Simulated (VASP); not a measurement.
# SrTiO3 (strained cubic perovskite), r²SCAN single-point calculation: Ansatz's output and VASP's

```yaml
crystal:
  lattice:
    - [3.86778, 0.00000, 0.00000]
    - [0.00000, 3.86778, 0.00000]
    - [0.00000, 0.00000, 3.93170]
  atoms:
    - { symbol: Sr, position: [0.00000, 0.00000, 0.00000] }
    - { symbol: Ti, position: [0.50000, 0.50000, 0.50000] }
    - { symbol: O, position: [0.50000, 0.50000, 0.00000] }
    - { symbol: O, position: [0.50000, 0.00000, 0.50000] }
    - { symbol: O, position: [0.00000, 0.50000, 0.50000] }
```

Ansatz printed

```
SCF 1 converged in 8 iterations: F = -7774.707702 eV  dr2 = 6.05e-8
  greatest PAW one-centre occupation: 1.000 electrons in one spin orbital (limit 2), on the Ti atom at site 1 (counted from 0), in its partial waves of l = 1
NSCF: frozen V_eff on 4 k-points
SCF converged after 8 iterations
Free energy (F): -7774.707702 eV
Harris-Foulkes:  -7774.707702 eV  (|F-HF|=4.16e-8)
Internal energy: -7774.707702 eV  (E = F + TS)
E sigma→0 (E₀):  -7774.707702 eV
Fermi energy:    9.862094 eV
--- Per-component energies (eV) ---
  E_band       = -234.185637
  E_kinetic    = 1053.482479
  E_local      = -2366.668061  (includes V_loc(G=0)·N_el)
  E_nonlocal   = 344.553536
  E_hartree    = 829.108623
  E_xc         = -482.059500
  E_vxc        = -634.911798  (∫ρ·V_xc dr)
  E_paw        = -4249.588533  (= ΣΔE_a)
  E_vpaw       = -327.941218  (= ΣTr[D̂ρ^β])
  E_aug_tail   = 0.003317  (compensation charges beyond the density's cutoff)
  E_vtau       = 39.078582  (kinetic-family band-sum trace: ∫τ·v_τ [+ j·A + Jᵃ·Aᵃ] dr)
  E_ewald      = -2903.044247
  E_core_change = -0.495316  (= ΣΔE_core)
  E_smearing   = -0.000000  (= −TS)
  E_closure    = -0.000000  (closes the sum)
  Σ components = -7774.707702   (vs F -7774.707702, Δ=0.00e0)
--- Forces (eV/Å), atoms counted from 1 ---
  atom   1  Sr    -0.00000000    -0.00000000     0.00000000
  atom   2  Ti     0.00000000     0.00000000     0.00000000
  atom   3  O      0.00000000     0.00000000     0.00000000
  atom   4  O      0.00000000    -0.00000000     0.00000000
  atom   5  O      0.00000000    -0.00000000     0.00000000
  max |Σ_I F_I| component: 9.19e-29 eV/Å
--- Stress (GPa, compression-positive) ---
        4.172589       0.000000       0.000000
        0.000000       4.172589       0.000000
        0.000000       0.000000      -0.001974
  P = ⅓ Tr σ = 2.7811 GPa (27.811 kbar)
--- Band table (eV; the first three rows and the last of 40) ---
  k-point 0: bands = ["-48.7865", "-23.9845", "-23.9845", "-23.9680", "-23.8611", "-8.6383", "-7.7031", "-7.6202", "-5.2595", "-5.2354", "-5.2354", "6.8850", "6.9687", "6.9687", "8.5628", "8.6217", "8.6217", "9.4701", "9.4830", "9.4830", "12.1194", "12.1194", "12.1473", "14.5083", "14.6468"]
  k-point 1: bands = ["-48.7862", "-24.0098", "-23.9838", "-23.9838", "-23.8314", "-8.6557", "-7.6946", "-7.5832", "-5.2240", "-5.2240", "-5.1160", "6.5638", "6.9523", "6.9523", "8.3256", "8.3256", "8.3533", "8.7086", "9.3377", "9.3377", "12.1832", "12.6516", "12.6516", "14.6545", "15.2939"]
  k-point 2: bands = ["-48.7856", "-24.0700", "-23.9824", "-23.9824", "-23.7951", "-8.7554", "-7.6776", "-7.3962", "-5.2011", "-5.2011", "-4.8614", "5.8673", "6.9303", "6.9303", "7.6783", "7.8043", "7.8043", "7.9817", "9.1657", "9.1657", "12.2571", "13.5484", "13.5484", "14.6632", "16.4176"]
  k-point 39: bands = ["-48.7821", "-24.0662", "-24.0662", "-24.0328", "-23.7953", "-7.2702", "-7.2702", "-7.2373", "-5.5256", "-5.5256", "-5.4999", "5.0876", "5.4072", "5.5868", "5.9235", "6.0680", "6.0680", "9.8220", "9.8220", "9.8621", "14.7530", "14.7530", "14.8400", "17.5430", "17.5430"]
```

The two codes use different PAW datasets and cutoffs. VASP's cell holds 40 valence electrons and Ansatz's 40. Ansatz's stress includes a Pulay correction; VASP's doesn't.

What does VASP give for the same cell and level of theory?

gap between bands v and c 2.27 eV; least direct gap 2.66 eV; pressure 3.8 GPa.

From OUTCAR

```
k-points           NKPTS =     40   k-points in BZ     NKDIM =     40   number of bands    NBANDS=     28

   NELECT =      40.0000    total number of electrons

   dimension x,y,z NGX =    30 NGY =   30 NGZ =   30
   dimension x,y,z NGXF=    60 NGYF=   60 NGZF=   60

  energy-cutoff  :      520.00
  volume of cell :       58.82
      direct lattice vectors                 reciprocal lattice vectors
     3.867782986  0.000000000  0.000000000     0.258546047  0.000000000  0.000000000
     0.000000000  3.867782986  0.000000000     0.000000000  0.258546047  0.000000000
     0.000000000  0.000000000  3.931703482     0.000000000  0.000000000  0.254342680

 k-points in reciprocal lattice and weights: KPOINTS created by Atomic Simulation Env
   0.00000000  0.00000000  0.00000000       0.005
   0.16666667  0.00000000  0.00000000       0.019
   0.33333333  0.00000000  0.00000000       0.019
   0.50000000  0.00000000  0.00000000       0.009
   0.16666667  0.16666667  0.00000000       0.019
   0.33333333  0.16666667  0.00000000       0.037
   0.50000000  0.16666667  0.00000000       0.019
   0.33333333  0.33333333  0.00000000       0.019
   ...

 E-fermi :   4.1228

 k-point     1 :       0.0000    0.0000    0.0000
  band No.  band energies     occupation
      1     -54.6645      2.00000
      2     -29.8810      2.00000
      3     -29.8766      2.00000
      4     -29.8766      2.00000
      5     -29.8603      2.00000
      6     -14.5181      2.00000
      7     -13.6022      2.00000
      8     -13.5197      2.00000
      9     -11.2765      2.00000
     10     -11.2528      2.00000
     11     -11.2528      2.00000
     12       0.9794      2.00000
     13       1.0630      2.00000
     14       1.0630      2.00000
     15       2.6775      2.00000
     16       2.7364      2.00000
     17       2.7364      2.00000
     18       3.5669      2.00000
     19       3.5794      2.00000
     20       3.5794      2.00000
     21       6.2444      0.00000
     22       6.2444      0.00000
     23       6.2740      0.00000
     24       8.5714      0.00000
     25       8.7091      0.00000
     26       9.8640      0.00000
     27      10.0147      0.00000
     28      11.1499      0.00000

 k-point     2 :       0.1667    0.0000    0.0000
  band No.  band energies     occupation
      1     -54.6640      2.00000
      2     -29.9482      2.00000
      3     -29.8758      2.00000
      4     -29.8594      2.00000
      5     -29.8255      2.00000
      6     -14.5097      2.00000
      7     -13.5711      2.00000
      8     -13.5198      2.00000
      9     -11.2636      2.00000
     10     -11.2397      2.00000
     11     -11.1037      2.00000
     12       0.6761      2.00000
     13       0.9616      2.00000
     14       1.0493      2.00000
     15       2.3444      2.00000
     16       2.3983      2.00000
     17       2.5006      2.00000
     18       2.8150      2.00000
     19       3.4168      2.00000
     20       3.4252      2.00000
     21       6.2868      0.00000
     22       6.8275      0.00000
     23       6.8502      0.00000
     24       8.6070      0.00000
     25       9.4713      0.00000
     26      10.3435      0.00000
     27      10.5023      0.00000
     28      11.8083      0.00000

 k-point     3 :       0.3333    0.0000    0.0000
  band No.  band energies     occupation
      1     -54.6631      2.00000
      2     -30.0142      2.00000
      3     -29.8741      2.00000
      4     -29.8578      2.00000
      5     -29.7910      2.00000
      6     -14.5971      2.00000
      7     -13.5123      2.00000
      8     -13.3522      2.00000
      9     -11.2376      2.00000
     10     -11.2133      2.00000
     11     -10.8436      2.00000
     12      -0.1679      2.00000
     13       0.9448      2.00000
     14       1.0448      2.00000
     15       1.7593      2.00000
     16       1.8036      2.00000
     17       1.8139      2.00000
     18       2.0892      2.00000
     19       3.2395      2.00000
     20       3.2450      2.00000
     21       6.3747      0.00000
     22       7.8038      0.00000
     23       7.8147      0.00000
     24       8.6182      0.00000
     25      10.6012      0.00000
     26      11.4132      0.00000
     27      11.5320      0.00000
     28      12.7600      0.00000

 ...

  Total        1.8981269      1.8981269      0.3342569      0.0000000     -0.0000000      0.0000000
  in kB       51.7048022     51.7048022      9.1051275      0.0000000     -0.0000000      0.0000000
  external PRESSURE =      37.5049106 kB  Pullay stress =       0.0000000 kB

 POSITION                                       TOTAL-FORCE (eV/Angst)
 -----------------------------------------------------------------------------------
      0.00000      0.00000      0.00000         0.000000      0.000000      0.000000
      1.93389      1.93389      1.96585         0.000000      0.000000      0.000000
      1.93389      1.93389      0.00000         0.000000      0.000000      0.000000
      1.93389      0.00000      1.96585         0.000000      0.000000      0.000000
      0.00000      1.93389      1.96585         0.000000      0.000000      0.000000
 -----------------------------------------------------------------------------------
    total drift:                                0.000000      0.000000     -0.000000

  FREE ENERGIE OF THE ION-ELECTRON SYSTEM (eV)
  ---------------------------------------------------
  free  energy   TOTEN  =       -63.3075348057 eV

  energy  without entropy=      -63.3075348057  energy(sigma->0) =      -63.30753481
```
